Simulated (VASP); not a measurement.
# Si (P6/mmm) in VASP: a series of runs

The runs below take Si through relaxation of cell and atoms, relaxation of shape and atoms at fixed volume, with PBE.

Everything below comes from runs of VASP 6.6.1. Logs are shortened: lines on timing, memory, paths and dates and some standing lists are left out, and cuts for length are marked.

## (1) The structure

The structure is hexagonal, space group P6/mmm (No. 191). Conventional cell: a = 2.631 Å, b = 2.631 Å, c = 2.499 Å, α = 90.00°, β = 90.00°, γ = 120.00°. Si (site symmetry 6/mmm) is surrounded by 8 Si at 2.50 to 2.63 Å.

This isn't the form of Si at room conditions, which is diamond.

## (2) Relaxation of cell and atoms, PBE

Input file INCAR:

```
PREC = Accurate
ENCUT = 300
EDIFF = 1E-7
ISMEAR = 1
SIGMA = 0.1
LREAL = F
LASPH = T
NELM = 80
ALGO = Normal
ISIF = 3
LWAVE = F
LCHARG = F
GGA = PE
IBRION = 2
NSW = 90
EDIFFG = -0.005
```

Input file KPOINTS:

```
regular mesh
0
Gamma
  9 9 8
```

Input file POSCAR:

```
Si                                      
1.0
    2.6305073894     -0.0000000000      0.0000000000
   -1.3152536948      2.2780862241      0.0000000000
   -0.0000000000     -0.0000000000      2.4986988433
  Si            
     1
Direct
     0.0000000000000000    0.0000000000000000    0.0000000000000000
```

Potentials or basis: VASP PAW PBE potentials, release 64 (Si).

Started as:

```sh
$ cat potpaw_PBE.64/Si/POTCAR > POTCAR
$ mpirun -np 1 vasp_std > vasp.out
```

OUTCAR:

```text
PREC = Accurate
   ENCUT = 300
   EDIFF = 1E-7
   ISMEAR = 1
   LREAL = F
   LASPH = T
   NELM = 80
   ISIF = 3
   GGA = PE
   IBRION = 2
   NSW = 90
   EDIFFG = -0.005

 ion  position               nearest neighbor table
   1  0.000  0.000  0.000-

  LATTYP: Found a hexagonal cell.
 ALAT       =     2.6305073894
 C/A-ratio  =     0.9498923490

  Lattice vectors:

 A1 = (   2.6305073894,   0.0000000000,   0.0000000000)
 A2 = (  -1.3152536948,   2.2780862241,   0.0000000000)
 A3 = (   0.0000000000,   0.0000000000,   2.4986988433)

Analysis of symmetry for initial positions (statically):
=====================================================================
 Subroutine PRICEL returns:
 Original cell was already a primitive cell.

 Routine SETGRP: Setting up the symmetry group for a
 hexagonal supercell.

 Subroutine GETGRP returns: Found 24 space group operations
 (whereof 24 operations were pure point group operations)
 out of a pool of 24 trial point group operations.

The static configuration has the point symmetry D_6h.

Analysis of symmetry for dynamics (positions and initial velocities):
=====================================================================
 Subroutine PRICEL returns:
 Original cell was already a primitive cell.

 Routine SETGRP: Setting up the symmetry group for a
 hexagonal supercell.

 Subroutine GETGRP returns: Found 24 space group operations
 (whereof 24 operations were pure point group operations)
 out of a pool of 24 trial point group operations.

The dynamic configuration has the point symmetry D_6h.

 Subroutine INISYM returns: Found 24 space group operations
 (whereof 24 operations are pure point group operations),
 and found     1 'primitive' translations

----------------------------------------------------------------------------------------

                                     Primitive cell

  volume of cell :      14.9735

  direct lattice vectors                    reciprocal lattice vectors
     2.630507389  0.000000000  0.000000000     0.380154796  0.219482474  0.000000000
    -1.315253695  2.278086224  0.000000000     0.000000000  0.438964948  0.000000000
     0.000000000  0.000000000  2.498698843     0.000000000  0.000000000  0.400208293

  length of vectors
     2.630507389  2.630507389  2.498698843     0.438964948  0.438964948  0.400208293

  position of ions in fractional coordinates (direct lattice)
     0.000000000  0.000000000  0.000000000

  ion indices of the primitive-cell ions
   primitive index   ion index
                 1           1

----------------------------------------------------------------------------------------

 KPOINTS: regular mesh

Automatic generation of k-mesh.
 Grid dimensions read from file:
 generate k-points for:    9    9    8

 Generating k-lattice:

  Cartesian coordinates                     Fractional coordinates (reciprocal lattice)
     0.042239422  0.024386942  0.000000000     0.111111111  0.000000000  0.000000000
     0.000000000  0.048773883  0.000000000     0.000000000  0.111111111  0.000000000
     0.000000000  0.000000000  0.050026037     0.000000000  0.000000000  0.125000000

  Length of vectors
     0.048773883  0.048773883  0.050026037

  Shift w.r.t. Gamma in fractional coordinates (k-lattice)
     0.000000000  0.000000000  0.000000000

 Subroutine IBZKPT returns following result:
 ===========================================

 Found     60 irreducible k-points:

 Following reciprocal coordinates:
            Coordinates               Weight
  0.000000  0.000000  0.000000      1.000000
  0.111111 -0.000000  0.000000      6.000000
  0.222222 -0.000000  0.000000      6.000000
  0.333333  0.000000  0.000000      6.000000
  0.444444 -0.000000  0.000000      6.000000
  0.111111  0.111111  0.000000      6.000000
[... 16 lines left out ...]
  0.333333  0.222222  0.125000     24.000000
  0.333333  0.333333  0.125000      4.000000
 [... further k-points ...]
   k-points           NKPTS =     60   k-points in BZ     NKDIM =     60   number of bands    NBANDS=      6
   number of dos      NEDOS =    301   number of ions     NIONS =      1
   total plane-waves  NPLWV =   3584
   dimension x,y,z NGX =    16 NGY =   16 NGZ =   14
   dimension x,y,z NGXF=    32 NGYF=   32 NGZF=   28
   ions per type =               1
   NGX,Y,Z   is equivalent  to a cutoff of  10.11, 10.11,  9.31 a.u.
   NGXF,Y,Z  is equivalent  to a cutoff of  20.22, 20.22, 18.63 a.u.
 SYSTEM =  unknown system
   PREC   = accura    normal or accurate (medium, high low for compatibility)
   ISTART =      0    job   : 0-new  1-cont  2-samecut
   ICHARG =      2    charge: 1-file 2-atom 10-const
   ISPIN  =      1    spin polarized calculation?
   LNONCOLLINEAR =      F non collinear calculations
   LSORBIT =      F    spin-orbit coupling
   LASPH  =      T    aspherical Exc in radial PAW
   ENCUT  =  300.0 eV  22.05 Ry    4.70 a.u.   3.71  3.71  3.53*2*pi/ulx,y,z
   NELM   =     80;   NELMIN=  2; NELMDL= -5     # of ELM steps
   EDIFF  = 0.1E-06   stopping-criterion for ELM
   LREAL  =      F    real-space projection
   EDIFFG = -.5E-02   stopping-criterion for IOM
   NSW    =     90    number of steps for IOM
   IBRION =      2    ionic relax: 0-MD 1-quasi-New 2-CG
   NFREE  =      1    steps in history (QN), initial steepest desc. (CG)
   ISIF   =      3    stress and relaxation
   ISYM   =      2    0-nonsym 1-usesym 2-fastsym
   POTIM  = 0.5000    time-step for ionic-motion
   TEBEG  =    0.0;   TEEND  =   0.0 temperature during run
   PSTRESS=    0.0 pullay stress
   NELECT =       4.0000    total number of electrons
   NUPDOWN=      -1.0000    fix difference up-down
   EMIN   =  10.00;   EMAX   =-10.00  energy-range for DOS
   EFERMI =   0.00;   METHOD = LEGACY
   ISMEAR =     1;   SIGMA  =   0.10  broadening in eV -4-tet -1-fermi 0-gaus
   EFERMI_NEDOS =   21; number of points for ismear=-14 and -15
   IALGO  =     38    algorithm
   IMIX   =      4    mixing-type and parameters
     AMIX     =   0.40;   BMIX     =  1.00
     AMIX_MAG =   1.60;   BMIX_MAG =  1.00
  volume/ion in A,a.u.               =      14.97       101.05
  Fermi-wavevector in a.u.,A,eV,Ry     =   1.054355  1.992443 15.125120  1.111665
  Thomas-Fermi vector in A             =   2.189512
   LORBIT       =      0    0 simple, 1 ext, 2 COOP (PROOUT), +10 PAW based schemes
   GGA     = PE    functional components
   LHFCALC =     F    Hartree Fock is set to
   AEXX    =    0.0000 exact exchange contribution
   IVDW    =     0    specifies the selected vdW correction
   LEPSILON=     F    determine dielectric tensor
   LRPA    =     F    only Hartree local field effects (RPA)
 conjugate gradient relaxation of ions
 non-spin polarized calculation
 Methfessel and Paxton  Order N= 1 SIGMA  =   0.10
  energy-cutoff  :      300.00
  volume of cell :       14.97
 maximum number of plane-waves:       192
 NGX is ok and might be reduce to    16
   NGX =  7   NGY =  7   NGZ =  7

 number of electron       4.0000001 magnetization

 Free energy of the ion-electron system (eV)
  ---------------------------------------------------
  ext. energy  EPLUGINS =         0.00000000
  ---------------------------------------------------
  free energy    TOTEN  =        -5.08421381 eV

  energy without entropy =       -5.08482162  energy(sigma->0) =       -5.08441641

 E-fermi :   9.5011     XC(G=0): -10.9877

 val. band max:        9.4234596069   @ k =   0.3333   0.2222   0.5000
 cond. band min:       9.5966955063   @ k =   0.2222   0.1111   0.2500
 fundamental gap:      0.1732358994
 Fermi energy:         9.5011090236

 k-point     1 :       0.0000    0.0000    0.0000
  band No.  band energies     occupation
      1      -4.5354      2.00000
      2      16.8425      0.00000
      3      17.0057      0.00000
      4      19.7520      0.00000
      5      19.7520      0.00000
      6      21.7543      0.00000

 k-point     2 :       0.1111   -0.0000    0.0000
  band No.  band energies     occupation
      1      -4.1914      2.00000
      2      15.4042      0.00000
      3      17.2956      0.00000
      4      18.1652      0.00000
      5      18.2487      0.00000
      6      21.7242      0.00000

 k-point     3 :       0.2222   -0.0000    0.0000
  band No.  band energies     occupation
      1      -3.1638      2.00000
      2      11.4947     -0.00000
      3      16.4456      0.00000
      4      17.3087      0.00000
      5      18.1594      0.00000
      6      22.0756      0.00000

 k-point     4 :       0.3333    0.0000    0.0000
  band No.  band energies     occupation
      1      -1.4669      2.00000
      2       7.4827      2.00000
      3      15.2701      0.00000
      4      16.5395      0.00000
      5      19.5663      0.00000
      6      23.4105      0.00000

 k-point     5 :       0.4444   -0.0000    0.0000
  band No.  band energies     occupation
      1       0.8538      2.00000
      2       3.9584      2.00000
      3      14.6795      0.00000
      4      16.0778      0.00000
      5      21.3186      0.00000
      6      24.8913      0.00000
[... 136 lines left out ...]
 k-point    21 :       0.4444    0.1111    0.1250
  band No.  band energies     occupation
      1       2.5069      2.00000
      2       3.3236      2.00000
      3      11.5998      0.00000
      4      17.9444      0.00000
      5      20.8011      0.00000
      6      21.3932      0.00000

 k-point    22 :       0.2222    0.2222    0.1250
  band No.  band energies     occupation
      1      -0.1089      2.00000
      2       8.3500      2.00000
      3       9.2094      2.00030
      4      16.7197      0.00000
      5      24.0539      0.00000
      6      25.3251      0.00000

 k-point    23 :       0.3333    0.2222    0.1250
  band No.  band energies     occupation
      1       2.1899      2.00000
      2       5.2434      2.00000
      3       8.2089      2.00000
      4      18.5063      0.00000
      5      22.1047      0.00000
      6      25.2237      0.00000

 k-point    24 :       0.3333    0.3333    0.1250
  band No.  band energies     occupation
      1       4.1443      2.00000
      2       5.2913      2.00000
      3       5.2913      2.00000
      4      19.5631      0.00000
      5      22.7661      0.00000
      6      22.7661      0.00000

 [... further k-points ...]

------------------------ aborting loop because EDIFF is reached ----------------------------------------

  FORCE on cell =-STRESS in cart. coord.  units (eV):
  Direction    XX          YY          ZZ          XY          YZ          ZX
  --------------------------------------------------------------------------------------
  -------------------------------------------------------------------------------------
  Total       -0.0036767     -0.0036767     -0.0036349      0.0000000     -0.0000000      0.0000000
  in kB       -0.3934048     -0.3934048     -0.3889329      0.0000000     -0.0000000      0.0000000
  external PRESSURE =      -0.3919142 kB  Pullay stress =       0.0000000 kB

 VOLUME and BASIS-vectors are now :
 -----------------------------------------------------------------------------
  energy-cutoff  :      300.00
  volume of cell :       14.97
      direct lattice vectors                 reciprocal lattice vectors
     2.630507389  0.000000000  0.000000000     0.380154796  0.219482474  0.000000000
    -1.315253695  2.278086224  0.000000000     0.000000000  0.438964948  0.000000000
     0.000000000  0.000000000  2.498698843     0.000000000  0.000000000  0.400208293

 POSITION                                       TOTAL-FORCE (eV/Angst)
 -----------------------------------------------------------------------------------
      0.00000      0.00000      0.00000        -0.000000      0.000000      0.000000
 -----------------------------------------------------------------------------------
    total drift:                               -0.000000     -0.000000      0.000000

  FREE ENERGIE OF THE ION-ELECTRON SYSTEM (eV)
  ---------------------------------------------------
  free  energy   TOTEN  =        -5.0842138099 eV

  energy  without entropy=       -5.0848216170  energy(sigma->0) =       -5.08441641

 reached required accuracy - stopping structural energy minimisation
```

Wall time 2.7 s (1 thread of Intel Xeon Platinum 8488C (Sapphire Rapids), shared host); peak memory 0.1 GiB.

Results:

| Item | Value |
| --- | --- |
| Free energy | -5.0842 eV |
| Pressure after relaxing | 0.0 GPa |
| Band gap on the k mesh | none (metal or under the smearing width) |

Final structure:
```
Si
1.0
     2.63051    0.00000    0.00000
    -1.31525    2.27809    0.00000
     0.00000    0.00000    2.49870
Si
1
Direct
  0.00000 0.00000 0.00000
```

Caveat: the cutoff is under 1.25 times the usual one of these potentials, so pressure, stress and relaxed cells hold a basis-set (Pulay) error; the relaxation stopped at its first step, so nothing moved.

(Part 1 of 2 ends here.)
